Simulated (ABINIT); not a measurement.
# ZnS (Wurtzite-2H) (P6_3mc) in ABINIT: notebook, part 2 of 2

ABINIT 10.8.3 (patched build). Earlier steps stand in the parts before.

## Step 3: Band structure, RPBE

File run.abi:

```
# Datasets: ground state, then fixed potential
ndtset 2

# Pseudopotentials
pp_dirpath "./"
pseudos "Zn.GGA_PBE-JTH.xml, S.GGA_PBE-JTH.xml"

# Structure
acell 3*1.0 Angstrom
rprim
     3.8110000000     0.0000000000     0.0000000000
    -1.9055000000     3.3004228138     0.0000000000
     0.0000000000     0.0000000000     6.2340000000
ntypat 2
znucl 30 16
natom 4
typat 1 1 2 2
xred
     0.6666666667     0.3333333333     0.5000000000
     0.3333333333     0.6666666667     0.0000000000
     0.6666666667     0.3333333333     0.8850000000
     0.3333333333     0.6666666667     0.3850000000

# Plane-wave basis
ecut 20.0
pawecutdg 40.0

# Exchange and correlation
ixc 15

# Bands and occupations
occopt 3
tsmear 0.05 eV

# SCF cycle
nstep 100

# Output
iomode 3
prtwf 0
prteig 0
prtebands 0
enunit 2
prtden1 1

# Dataset 1
kptopt1 1
ngkpt1 8 8 5
nshiftk1 1
shiftk1 0.0 0.0 0.0
nband1 22
tolvrs1 1.0e-9

# Dataset 2: bands along G-M-K-G-A-L-H-A
iscf2 -2
getden2 1
nband2 26
nbdbuf2 2
tolwfr2 1.0e-12
kptopt2 -7
ndivsm2 5
prteig2 1
prtvol2 -3
kptbounds2
     0.0000000000     0.0000000000     0.0000000000
     0.5000000000     0.0000000000     0.0000000000
     0.3333333333     0.3333333333     0.0000000000
     0.0000000000     0.0000000000     0.0000000000
     0.0000000000     0.0000000000     0.5000000000
     0.5000000000     0.0000000000     0.5000000000
     0.3333333333     0.3333333333     0.5000000000
     0.0000000000     0.0000000000     0.5000000000
```

Potentials or basis: JTH PAW PBE v2.0.

Started as:

```sh
abinit run.abi > log 2>&1
```

run.abo:

```text
.Version 10.8.3 of ABINIT
 DATASET    1 : space group P6_3 m c (#186); Bravais hP (primitive hexag.)
================================================================================
 Values of the parameters that define the memory need for DATASET  1.
     intxc =       0    ionmov =       0      iscf =      17    lmnmax =      18
     lnmax =       6     mgfft =      48  mpssoang =       3    mqgrid =    3354
     natom =       4  nloc_mem =       2    nspden =       1   nspinor =       1
    nsppol =       1      nsym =      12    n1xccc =       1    ntypat =       2
    occopt =       3   xclevel =       2
       mpw =        2274          nfft =       43200          nkpt =          30
 PAW method is used; the additional fine FFT grid is defined by:
   mgfftf=        72    nfftf =    145800
================================================================================
================================================================================

 DATASET    2 : space group P6_3 m c (#186); Bravais hP (primitive hexag.)
================================================================================
 Values of the parameters that define the memory need for DATASET  2.
     intxc =       0    ionmov =       0      iscf =      -2    lmnmax =      18
     lnmax =       6     mgfft =      48  mpssoang =       3    mqgrid =    3354
     natom =       4  nloc_mem =       2    nspden =       1   nspinor =       1
    nsppol =       1      nsym =      12    n1xccc =       1    ntypat =       2
    occopt =       3   xclevel =       2
       mpw =        2285          nfft =       43200          nkpt =          56
 PAW method is used; the additional fine FFT grid is defined by:
   mgfftf=        72    nfftf =    145800
================================================================================
================================================================================

--------------------------------------------------------------------------------
------------- Echo of variables that govern the present computation ------------
--------------------------------------------------------------------------------
 -outvars: echo values of preprocessed input variables --------
            acell      1.8897261259E+00  1.8897261259E+00  1.8897261259E+00 Bohr
              amu      6.53900000E+01  3.20660000E+01
             ecut      2.00000000E+01 Hartree
           enunit           2
           getden1          0
           getden2          1
             iscf1         17
             iscf2         -2
              ixc          15
           jdtset        1    2
           kptopt1          1
           kptopt2         -7
         kptrlatt        8    0    0      0    8    0      0    0    5
          kptrlen1     5.76139701E+01
          kptrlen2     3.00000000E+01
            natom           4
            nband1         22
            nband2         26
           nbdbuf1          0
           nbdbuf2          2
[... 954 lines left out ...]
    1      1.90550000000000     1.10014093793333     3.11700000000000
    2     -0.00000000000000     2.20028187586667     0.00000000000000
    3      1.90550000000000     1.10014093793333     5.51709000000000
    4     -0.00000000000000     2.20028187586667     2.40009000000000
 length scales=  1.889726125908  1.889726125908  1.889726125908 bohr
              =  1.000000000000  1.000000000000  1.000000000000 angstroms
 Eigenvalues (hartree) for nkpt=  56  k points:
 kpt#   1, nband= 26, wtk=  1.00000, kpt=  0.0000  0.0000  0.0000 (reduced coord)
  -0.28248   -0.24896   -0.03077   -0.03077   -0.02837   -0.02837   -0.02809   -0.01297
  -0.01297   -0.01004   -0.01004   -0.00403    0.01389    0.17063    0.17063    0.20154
   0.20154    0.20188    0.29010    0.31583    0.43487    0.43487    0.44595    0.48225
   0.48225    0.55117
 kpt#   2, nband= 26, wtk=  1.00000, kpt=  0.0556  0.0000  0.0000 (reduced coord)
  -0.28170   -0.24850   -0.03084   -0.03058   -0.02831   -0.02813   -0.02790   -0.01307
  -0.01299   -0.01069   -0.01001   -0.00346    0.01498    0.16387    0.16869    0.19368
   0.20045    0.20098    0.29734    0.32224    0.43090    0.43751    0.44851    0.48024
   0.48586    0.54529
 kpt#   3, nband= 26, wtk=  1.00000, kpt=  0.1111  0.0000  0.0000 (reduced coord)
  -0.27941   -0.24719   -0.03100   -0.03003   -0.02816   -0.02742   -0.02731   -0.01339
  -0.01303   -0.01192   -0.00991   -0.00245    0.01817    0.14691    0.16334    0.17556
   0.19726    0.19815    0.31332    0.33714    0.42309    0.44475    0.45354    0.47703
   0.49628    0.52892
 kpt#   4, nband= 26, wtk=  1.00000, kpt=  0.1667  0.0000  0.0000 (reduced coord)
  -0.27575   -0.24519   -0.03114   -0.02920   -0.02789   -0.02634   -0.02630   -0.01388
[... 248 lines left out ...]
 kpt#  54, nband= 26, wtk=  1.00000, kpt=  0.0606  0.0606  0.5000 (reduced coord)
  -0.26481   -0.26481   -0.03015   -0.03015   -0.02907   -0.02907   -0.02626   -0.02626
  -0.01131   -0.01131   -0.01122   -0.01122    0.10088    0.10088    0.16909    0.16909
   0.17967    0.17967    0.35344    0.35344    0.42638    0.42638    0.46121    0.46121
   0.47016    0.47016
 kpt#  55, nband= 26, wtk=  1.00000, kpt=  0.0303  0.0303  0.5000 (reduced coord)
  -0.26652   -0.26652   -0.02993   -0.02993   -0.02963   -0.02963   -0.02673   -0.02673
  -0.01131   -0.01131   -0.01129   -0.01129    0.10181    0.10181    0.18065    0.18065
   0.18399    0.18399    0.34029    0.34029    0.43992    0.43992    0.45326    0.45326
   0.46423    0.46423
 kpt#  56, nband= 26, wtk=  1.00000, kpt=  0.0000  0.0000  0.5000 (reduced coord)
  -0.26711   -0.26711   -0.02982   -0.02982   -0.02982   -0.02982   -0.02691   -0.02691
  -0.01130   -0.01130   -0.01130   -0.01130    0.10198    0.10198    0.18544    0.18544
   0.18544    0.18544    0.33495    0.33495    0.45035    0.45035    0.45035    0.45035
   0.45689    0.45689
 Eigenvalues (   eV  ) for nkpt=  56  k points:
 kpt#   1, nband= 26, wtk=  1.00000, kpt=  0.0000  0.0000  0.0000 (reduced coord)
  -7.68669   -6.77460   -0.83742   -0.83742   -0.77206   -0.77206   -0.76437   -0.35304
  -0.35304   -0.27318   -0.27318   -0.10976    0.37800    4.64321    4.64321    5.48408
   5.48408    5.49343    7.89414    8.59408   11.83337   11.83337   12.13480   13.12275
  13.12275   14.99804
 kpt#   2, nband= 26, wtk=  1.00000, kpt=  0.0556  0.0000  0.0000 (reduced coord)
  -7.66548   -6.76213   -0.83929   -0.83210   -0.77037   -0.76543   -0.75921   -0.35576
  -0.35353   -0.29084   -0.27227   -0.09421    0.40759    4.45913    4.59032    5.27027
   5.45440    5.46905    8.09104    8.76861   11.72551   11.90531   12.20468   13.06799
  13.22085   14.83800
 kpt#   3, nband= 26, wtk=  1.00000, kpt=  0.1111  0.0000  0.0000 (reduced coord)
  -7.60311   -6.72631   -0.84366   -0.81708   -0.76618   -0.74612   -0.74328   -0.36429
  -0.35446   -0.32438   -0.26975   -0.06656    0.49447    3.99775    4.44478    4.77731
   5.36771    5.39204    8.52588    9.17407   11.51287   12.10225   12.34134   12.98064
  13.50447   14.39270
 kpt#   4, nband= 26, wtk=  1.00000, kpt=  0.1667  0.0000  0.0000 (reduced coord)
  -7.50344   -6.67186   -0.84738   -0.79461   -0.75893   -0.71673   -0.71566   -0.37758
[... 249 lines left out ...]
  -7.20584   -7.20584   -0.82042   -0.82042   -0.79104   -0.79104   -0.71469   -0.71469
  -0.30787   -0.30787   -0.30519   -0.30519    2.74522    2.74522    4.60120    4.60120
   4.88907    4.88907    9.61754    9.61754   11.60228   11.60228   12.55020   12.55020
  12.79381   12.79381
 kpt#  55, nband= 26, wtk=  1.00000, kpt=  0.0303  0.0303  0.5000 (reduced coord)
  -7.25250   -7.25250   -0.81448   -0.81448   -0.80617   -0.80617   -0.72743   -0.72743
  -0.30769   -0.30769   -0.30713   -0.30713    2.77038    2.77038    4.91587    4.91587
   5.00669    5.00669    9.25968    9.25968   11.97081   11.97081   12.33382   12.33382
  12.63229   12.63229
 kpt#  56, nband= 26, wtk=  1.00000, kpt=  0.0000  0.0000  0.5000 (reduced coord)
  -7.26843   -7.26843   -0.81151   -0.81151   -0.81151   -0.81151   -0.73230   -0.73230
  -0.30758   -0.30758   -0.30758   -0.30758    2.77501    2.77501    5.04604    5.04604
   5.04604    5.04604    9.11446    9.11446   12.25461   12.25461   12.25461   12.25461
  12.43258   12.43258

== END DATASET(S) ==============================================================
================================================================================

 -outvars: echo values of variables after computation  --------
            acell      1.8897261259E+00  1.8897261259E+00  1.8897261259E+00 Bohr
           etotal1    -1.4923091501E+02
            fcart1     1.4955512865E-28  1.0793211723E-28  6.2531336780E-03
                      -1.4955512865E-28 -6.4759270337E-29  6.2531336780E-03
                      -0.0000000000E+00 -6.4759270337E-29 -6.2531336780E-03
                      -0.0000000000E+00  2.1586423446E-29 -6.2531336780E-03
            rprim      3.8110000000E+00  0.0000000000E+00  0.0000000000E+00
                      -1.9055000000E+00  3.3004228138E+00  0.0000000000E+00
                       0.0000000000E+00  0.0000000000E+00  6.2340000000E+00
           strten1    -1.7405718841E-04 -1.7405718837E-04 -9.9679649314E-05
                       0.0000000000E+00  0.0000000000E+00  0.0000000000E+00
           xangst      1.9055000000E+00  1.1001409379E+00  3.1170000000E+00
                      -1.2540273692E-16  2.2002818759E+00  0.0000000000E+00
                       1.9055000000E+00  1.1001409379E+00  5.5170900000E+00
                      -1.2540273692E-16  2.2002818759E+00  2.4000900000E+00
             xred      6.6666666667E-01  3.3333333333E-01  5.0000000000E-01
                       3.3333333333E-01  6.6666666667E-01  0.0000000000E+00
                       6.6666666667E-01  3.3333333333E-01  8.8500000000E-01
                       3.3333333333E-01  6.6666666667E-01  3.8500000000E-01
 Calculation completed.
```

Wall time 4.6 min (1 thread of Arm Neoverse V1, shared host); peak memory 0.16 GiB.

What came out:

```
Free energy                                           : -4060.7801 eV
Largest force                                         : 0.322 eV/Å
Band gap on the k mesh                                : 2.40 eV, direct
Valence electrons inside the program's atomic spheres : Zn 10.79; S 3.63
```

Forces in eV/Å, atoms in the order of the input:
```
Zn   0.000  0.000  0.322
Zn   0.000  0.000  0.322
S    0.000  0.000 -0.322
S    0.000  0.000 -0.322
```

Levels at the corners of the path, in eV from the valence-band top:
| point | band 15 | band 16 | band 17 | band 18 | band 19 | band 20 | band 21 | band 22 |
| --- | --- | --- | --- | --- | --- | --- | --- | --- |
| Γ | -0.85 | -0.01 | -0.01 | 0.00 | 2.40 | 3.10 | 6.34 | 6.34 |
| M | -3.12 | -2.23 | -1.53 | -0.98 | 3.73 | 4.35 | 5.30 | 7.17 |
| K | -3.82 | -2.19 | -2.19 | -2.19 | 4.62 | 5.96 | 5.96 | 7.99 |
| Γ | -0.85 | -0.01 | -0.01 | 0.00 | 2.40 | 3.10 | 6.34 | 6.34 |
| A | -0.45 | -0.45 | -0.45 | -0.45 | 3.62 | 3.62 | 6.76 | 6.76 |
| L | -1.65 | -1.65 | -1.52 | -1.52 | 3.74 | 3.74 | 5.22 | 5.22 |
| H | -3.07 | -3.07 | -1.25 | -1.25 | 4.62 | 4.62 | 6.62 | 6.62 |
| A | -0.45 | -0.45 | -0.45 | -0.45 | 3.62 | 3.62 | 6.76 | 6.76 |

Caveat: the PAW data sets were made with another functional, which shifts forces and pressure a little.

## Step 4: How close it comes

Step 2. Against the measured gap of ZnS, 3.911 eV (direct; 4 K; a printed reference work, monograph), the calculated 2.36 eV is off by -1.55 eV. The value is that of revPBE, without temperature or zero-point motion. Semilocal functionals fall short of measured gaps as a rule.

Step 3. Measured gap of ZnS: 3.911 eV (direct; 4 K; a printed reference work, monograph). This calculation gives 2.40 eV (-1.51 eV). The value is that of RPBE, without temperature or zero-point motion. Semilocal functionals fall short of measured gaps as a rule.
